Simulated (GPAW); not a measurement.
# CeO (Fm-3m) in GPAW: convergence with convergence criteria

Aim: find how far convergence criteria must go before the results for CeO settle, at LDA. This setting moves, with any that are tied to it; all else stays.

Everything below comes from runs of GPAW 26.7.0. Logs are shortened: lines on timing, memory, paths and dates and some standing lists are left out, and cuts for length are marked. The log counts tension as positive stress, the text compression.

## (1) Starting point

The structure is cubic, space group Fm-3m (No. 225). Conventional cell: a = 4.966 Å, b = 4.966 Å, c = 4.966 Å, α = 90.00°, β = 90.00°, γ = 90.00°. Around Ce (site symmetry m-3m) lie 6 O at 2.48 Å. O (site symmetry m-3m) is surrounded by 6 Ce at 2.48 Å.

The cell comes from a database or a generator and needn't be the stable form of this composition.

## (2) With convergence criteria density=0.001 energy=0.01 eigenstates=0.0001

File run.py:

```python
from ase.dft.bandgap import bandgap
from ase.io import read, write
from ase.units import GPa
from gpaw import GPAW, PW

atoms = read('CeO.xyz')
atoms.set_initial_magnetic_moments([1.0, 0.0])

calc = GPAW(mode=PW(800),
            xc='LDA',
            kpts={'size': (7, 7, 7), 'gamma': True},
            occupations={'name': 'fermi-dirac', 'width': 0.05},
            nbands=22,
            convergence={'density': 0.001, 'energy': 0.01, 'eigenstates': 0.0001},
            maxiter=100,
            txt='gpaw.txt')
atoms.calc = calc
energy = atoms.get_potential_energy()
forces = atoms.get_forces()
stress = atoms.get_stress()
calc.write('gs.gpw')
write('result.traj', atoms)
print(f'Energy: {energy:.6f} eV')
print('Forces (eV/A):')
print(forces.round(4))
print('Stress (GPa):', (stress / GPa).round(3))
print('Moments:', calc.get_magnetic_moments().round(3))
print('Fermi level:', round(calc.get_fermi_level(), 4), 'eV')
print(f'Gap: {bandgap(calc)[0]:.4f} eV, direct: {bandgap(calc, direct=True)[0]:.4f} eV')
```

File CeO.xyz:

```xyz
2
Lattice="0.0000000000 2.4831414422 2.4831414422 2.4831414422 0.0000000000 2.4831414422 2.4831414422 2.4831414422 0.0000000000" Properties=species:S:1:pos:R:3 pbc="T T T"
Ce     0.0000000000      0.0000000000      0.0000000000
O      2.4831414422      2.4831414422      2.4831414422
```

Potentials or basis: the program's PAW data sets (release 1.2.1) made for this functional, pw.

Started as:

```console
$ OMP_NUM_THREADS=1 python run.py
```

gpaw.txt:

```text
__  _  _
 | _ |_)|_||  |
 |__||  | ||/\| - 26.7.0

Input parameters:
  mode=PW(ecut=800.0),
  convergence={'density': 0.001, 'energy': 0.01, 'eigenstates': 0.0001},
  kpts=MonkhorstPack(size=(7, 7, 7), gamma=True),
  maxiter=100,
  nbands=22,
  occupations=Occupations(name='fermi-dirac', width=0.05),
  xc=XC(name='LDA')

Diagonalizing LCAO Hamiltonian
Converting LCAO to pw mode

               O

       Ce

Atoms  # Å, Bohr magnetons
|   | symbol |        x |        y |        z |    initial magnetic moments |
|---|--------|----------|----------|----------|-----------------------------|
| 0 |     Ce | 0.000000 | 0.000000 | 0.000000 | ( 0.0000,  0.0000,  1.0000) |
| 1 |      O | 2.483141 | 2.483141 | 2.483141 | ( 0.0000,  0.0000,  0.0000) |

Unit cell  # Å
| periodic |        x |        y |        z |  lengths |    angles |
|----------|----------|----------|----------|----------|-----------|
|      yes | 0.000000 | 2.483141 | 2.483141 | 3.511692 | 60.000000 |
|      yes | 2.483141 | 0.000000 | 2.483141 | 3.511692 | 60.000000 |
|      yes | 2.483141 | 2.483141 | 0.000000 | 3.511692 | 60.000000 |

Number of symmetries: 48
Symmetry operations  # r_c * U_cc + t_c -> r_c
|    | kind |            matrix            |
|----|------|------------------------------|
|  0 |  σ   |  1, 0, 0,  1, 0,-1,  1,-1, 0 |
|  1 |  C2  |  1, 0, 0,  1,-1, 0,  1, 0,-1 |
|  2 |  E   |  1, 0, 0,  0, 1, 0,  0, 0, 1 |
|  3 |  σ   |  1, 0, 0,  0, 0, 1,  0, 1, 0 |
|  4 |  C4  |  1, 0,-1,  1, 0, 0,  1,-1, 0 |
|  5 |  S6  |  1, 0,-1,  1,-1, 0,  1, 0, 0 |
|  6 |  σ   |  1, 0,-1,  0, 1,-1,  0, 0,-1 |
|  7 |  C3  |  1, 0,-1,  0, 0,-1,  0, 1,-1 |
|  8 |  S6  |  1,-1, 0,  1, 0, 0,  1, 0,-1 |
|  9 |  C4  |  1,-1, 0,  1, 0,-1,  1, 0, 0 |
| 10 |  C3  |  1,-1, 0,  0,-1, 1,  0,-1, 0 |
| 11 |  σ   |  1,-1, 0,  0,-1, 0,  0,-1, 1 |
| 12 |  σ   |  0, 1, 0,  1, 0, 0,  0, 0, 1 |
| 13 |  C4  |  0, 1, 0,  0, 1,-1, -1, 1, 0 |
| 14 |  C3  |  0, 1, 0,  0, 0, 1,  1, 0, 0 |
| 15 |  S6  |  0, 1, 0, -1, 1, 0,  0, 1,-1 |
| 16 |  C2  |  0, 1,-1,  1, 0,-1,  0, 0,-1 |
| 17 |  σ   |  0, 1,-1,  0, 1, 0, -1, 1, 0 |
| 18 |  S4  |  0, 1,-1,  0, 0,-1,  1, 0,-1 |
| 19 |  C4  |  0, 1,-1, -1, 1, 0,  0, 1, 0 |
| 20 |  C3  |  0, 0, 1,  1, 0, 0,  0, 1, 0 |
| 21 |  σ   |  0, 0, 1,  0, 1, 0,  1, 0, 0 |
| 22 |  S6  |  0, 0, 1,  0,-1, 1, -1, 0, 1 |
| 23 |  C4  |  0, 0, 1, -1, 0, 1,  0,-1, 1 |
| 24 |  S4  |  0, 0,-1,  1, 0,-1,  0, 1,-1 |
| 25 |  C3  |  0, 0,-1,  0, 1,-1,  1, 0,-1 |
| 26 |  C2  |  0, 0,-1,  0,-1, 0, -1, 0, 0 |
| 27 |  S6  |  0, 0,-1, -1, 0, 0,  0,-1, 0 |
| 28 |  S4  |  0,-1, 1,  1,-1, 0,  0,-1, 0 |
| 29 |  C4  |  0,-1, 1,  0, 0, 1, -1, 0, 1 |
| 30 |  C2  |  0,-1, 1,  0,-1, 0,  1,-1, 0 |
| 31 |  σ   |  0,-1, 1, -1, 0, 1,  0, 0, 1 |
| 32 |  C3  |  0,-1, 0,  1,-1, 0,  0,-1, 1 |
| 33 |  S6  |  0,-1, 0,  0, 0,-1, -1, 0, 0 |
| 34 |  S4  |  0,-1, 0,  0,-1, 1,  1,-1, 0 |
| 35 |  C2  |  0,-1, 0, -1, 0, 0,  0, 0,-1 |
| 36 |  C2  | -1, 1, 0,  0, 1, 0,  0, 1,-1 |
| 37 |  S6  | -1, 1, 0,  0, 1,-1,  0, 1, 0 |
| 38 |  S4  | -1, 1, 0, -1, 0, 1, -1, 0, 0 |
| 39 |  C3  | -1, 1, 0, -1, 0, 0, -1, 0, 1 |
| 40 |  S6  | -1, 0, 1,  0, 0, 1,  0,-1, 1 |
| 41 |  C2  | -1, 0, 1,  0,-1, 1,  0, 0, 1 |
| 42 |  C3  | -1, 0, 1, -1, 1, 0, -1, 0, 0 |
| 43 |  S4  | -1, 0, 1, -1, 0, 0, -1, 1, 0 |
| 44 |  C2  | -1, 0, 0,  0, 0,-1,  0,-1, 0 |
| 45 |  i   | -1, 0, 0,  0,-1, 0,  0, 0,-1 |
| 46 |  σ   | -1, 0, 0, -1, 1, 0, -1, 0, 1 |
[... 81 lines left out ...]
    charge:  0.0  # [|e|]
    compensation charges:
      type: gauss
      rc: 0.21  # [Å]
      lmax: 2
    cutoffs:
      filter: 1.17  # [Å]
      core: 0.83  # [Å]
    projectors
    | kind |    occ | energy [eV] | rcut [Å] |
    |------|--------|-------------|----------|
    |   2s |  2.000 |     -23.752 |    0.688 |
    |   2p |  4.000 |      -9.195 |    0.598 |
    |    s |        |       3.459 |    0.688 |
    |    p |        |      18.016 |    0.598 |
    |    d |        |       0.000 |    0.619 |

    Using partial waves for O as LCAO basis

Reference energy: -242953.459994  # eV

eigensolver:
  PPCG
  Converge bands: occupied
  niter=2

density mixing:
  MSR1-Mixer
  Pratt-step length: 0.05
  Maximum mixing coefficient: 0.75
  Old densities: 10
  SVD Regularization: 0.005
  Good broyden scale: 1.0
  Trust region scale: 1.0
  Backstep threshold: 4.0
  History deletion threshold: 6.0
  Fourier metric: weight=20.0, sigma=0.015

occupation numbers:
  Fermi-Dirac:
    width: 0.0500  # eV

poisson solver:
  ecut: 6400.0  # eV

xc functional:
  name: None

convergence criteria:
- Maximum integral of absolute [dens]ity change: 0.001 electrons / valence electron
- Maximum [total energy] change in last 3 cyles: 0.01 eV / valence electron
- Maximum integral of absolute [eigenst]ate change: 0.0001 eV^2 / valence electron
maximum number of iterations: 100

SCF iterations
|iter     | |      energy | eigst |  dens |  magmom |
|---------|-|-------------|-------|-------|---------|
|iter:   1| |  -21.344882 | -0.55 |       |  +0.9961|
|iter:   2| |  -20.158739 | -1.94 | -0.58 |  +1.0450|
|iter:   3| |  -18.553218 | -0.80 | -0.67 |  +1.2532|
|iter:   4| |  -18.519170 | -2.46 | -1.07 |  +0.9842|
|iter:   5| |  -18.606122c| -2.24 | -1.31 |  +0.5515|
|iter:   6| |  -18.570204c| -2.47 | -1.45 |  +0.1748|
|iter:   7| |  -18.570818c| -3.90 | -2.09 |  +0.1791|
|iter:   8| |  -18.570999c| -4.70c| -2.30 |  +0.1173|
|iter:   9| |  -18.571251c| -4.29c| -2.75 |  +0.0384|
|iter:  10| |  -18.571303c| -4.27c| -2.93 |  -0.0251|
|iter:  11| |  -18.571380c| -4.98c| -3.13c|  -0.0223|

Converged in 11 steps
Energy contributions relative to reference atoms: (reference = -242953.459994)

Energy contributions:
  Kinetic:           2.313245
  Coulomb:          -2.983860
  Zero:              0.335609
  External:          0.000000
  Xc:              -18.222975
  Entropy:          -0.026798
  Spinorbit:         0.000000
  ----------------------------
  Free energy:     -18.584779
  Extrapolated:    -18.571380

dipole moment: (-31.610204, -31.610204, -31.610204)  # |e|*Ang

Total magnetic moment: (0.000000, 0.000000, -0.022312)

Local magnetic moments
|        x |        y |         z |
|----------|----------|-----------|
| 0.000000 | 0.000000 | -0.020133 |  # Ce   0
| 0.000000 | 0.000000 |  0.001417 |  # O    1

Fermi level: 13.782
Eigenvalues  # (at kpt = [0.000, 0.000, 0.000])
| band index |      eig [eV] | occ [0-1] |      eig [eV] | occ [0-1] |
|------------|---------------|-----------|---------------|-----------|
|          0 |       -21.212 |     1.000 |       -21.222 |     1.000 |
|          1 |        -5.313 |     1.000 |        -5.311 |     1.000 |
|          2 |        -2.917 |     1.000 |        -2.925 |     1.000 |
|          3 |        -2.917 |     1.000 |        -2.925 |     1.000 |
|          4 |        -2.917 |     1.000 |        -2.925 |     1.000 |
|          5 |         8.995 |     1.000 |         8.996 |     1.000 |
[... 9 lines left out ...]
|         15 |        14.938 |     0.000 |        14.926 |     0.000 |
|         16 |        14.938 |     0.000 |        14.926 |     0.000 |
|        ... |               |           |               |           |
|         21 |        23.525 |     0.000 |        23.518 |     0.000 |

No gap
No difference between direct/indirect transitions

Forces  # eV/Ang
|        x |       y |        z |
|----------|---------|----------|
|  0.00000 | 0.00000 |  0.00000 |  # Ce   0
| -0.00000 | 0.00000 | -0.00000 |  # O    1

Stress tensor  # eV/Ang^3
|        x |         y |         z |
|----------|-----------|-----------|
| 0.047343 |  0.000000 |  0.000000 |
| 0.000000 |  0.047343 | -0.000000 |
| 0.000000 | -0.000000 |  0.047343 |

# Writing to gs.gpw (mode='')
```

It took 30 s on 1 thread of Arm Neoverse V2, shared host; peak memory 0.2 GiB.

What came out:

```
Free energy            : -18.5848 eV
Pressure               : -7.6 GPa
Band gap on the k mesh : none (metal or under the smearing width)
Net moment             : -0.02 μB per cell
Site moments           : Ce -0.02; O +0.00 μB
```

## (3) With convergence criteria default

run.py: that of step 2 with these lines changed.

```diff
@@ -13,3 +13,2 @@
             nbands=22,
-            convergence={'density': 0.001, 'energy': 0.01, 'eigenstates': 0.0001},
             maxiter=100,
```

CeO.xyz is that of step 2.

Potentials or basis: the program's PAW data sets (release 1.2.1) made for this functional, pw.

Started as:

```console
$ OMP_NUM_THREADS=1 python run.py
```

Wall time 41 s (1 thread of Arm Neoverse V2, shared host); peak memory 0.2 GiB.

Results (log left out):

```
Free energy            : -18.5848 eV
Pressure               : -7.6 GPa
Band gap on the k mesh : none (metal or under the smearing width)
Net moment             : 0.00 μB per cell
```

## (4) With convergence criteria density=1e-05 energy=1e-05

run.py: that of step 3 with these lines changed.

```diff
@@ -13,2 +13,3 @@
             nbands=22,
+            convergence={'density': 1e-05, 'energy': 1e-05},
             maxiter=100,
```

CeO.xyz is that of step 3.

Started as:

```console
$ OMP_NUM_THREADS=1 python run.py
```

It took 42 s on 1 thread of Arm Neoverse V2, shared host; peak memory 0.2 GiB.

The run converged. Its results:

- Free energy: -18.5848 eV
- Pressure: -7.6 GPa
- Band gap on the k mesh: none (metal or under the smearing width)
- Net moment: 0.00 μB per cell

## (5) With convergence criteria density=1e-05 forces=0.0001

run.py: that of step 4 with these lines changed.

```diff
@@ -13,3 +13,3 @@
             nbands=22,
-            convergence={'density': 1e-05, 'energy': 1e-05},
+            convergence={'density': 1e-05, 'forces': 0.0001},
             maxiter=100,
```

CeO.xyz is that of step 4.

Started as:

```console
$ OMP_NUM_THREADS=1 python run.py
```

It took 42 s on 1 thread of Arm Neoverse V2, shared host; peak memory 0.2 GiB.

Results (log left out):

```yaml
Free_energy: -18.5848 eV
Pressure: -7.6 GPa
Band_gap_on_the_k_mesh: none (metal or under the smearing width)
Net_moment: 0.00 μB per cell
```

## (6) With convergence criteria density=1e-06 energy=1e-06 eigenstates=1e-10

run.py: that of step 5 with these lines changed.

```diff
@@ -13,3 +13,3 @@
             nbands=22,
-            convergence={'density': 1e-05, 'forces': 0.0001},
+            convergence={'density': 1e-06, 'energy': 1e-06, 'eigenstates': 1e-10},
             maxiter=100,
```

CeO.xyz is that of step 5.

Potentials or basis: the program's PAW data sets (release 1.2.1) made for this functional, pw.

Started as:

```console
$ OMP_NUM_THREADS=1 python run.py
```

Run time: 46 s. Hardware: 1 thread of Arm Neoverse V2, shared host; peak memory 0.2 GiB.

Results (log left out):

| Quantity | Value |
| --- | --- |
| Free energy | -18.5848 eV |
| Pressure | -7.6 GPa |
| Band gap on the k mesh | none (metal or under the smearing width) |
| Net moment | 0.00 μB per cell |

## (7) The series at a glance

```tsv
convergence criteria	energy less the tightest run, at zero smearing (meV/atom)	pressure (GPa)	largest site moment (μB)	SCF cycles	CPU time (s)	peak memory (GiB)
density=0.001 energy=0.01 eigenstates=0.0001	-0.01	-7.59	0.02	11	30	0.2
default	0.00	-7.64	0.00	14	41	0.2
density=1e-05 energy=1e-05	0.00	-7.64	0.00	15	42	0.2
density=1e-05 forces=0.0001	0.00	-7.64	0.00	16	42	0.2
density=1e-06 energy=1e-06 eigenstates=1e-10	0.00	-7.64	0.00	17	46	0.2
```

Against the tightest run, the energy stays within 1 meV/atom from density=0.001 energy=0.01 eigenstates=0.0001 on; the pressure stays within 0.1 GPa from density=0.001 energy=0.01 eigenstates=0.0001 on; the largest site moment stays within 0.02 μB from default on. The tightest run that finished is the yardstick and may itself not be fully converged.

Caveats: one-centre terms of the f shell are cut off; the magnetic or orbital state may not be the lowest; spin-orbit coupling is left out, which moves the levels of the heavy elements; without U or exact exchange the open f shell lies at the Fermi level, which spoils levels, moments and volumes.
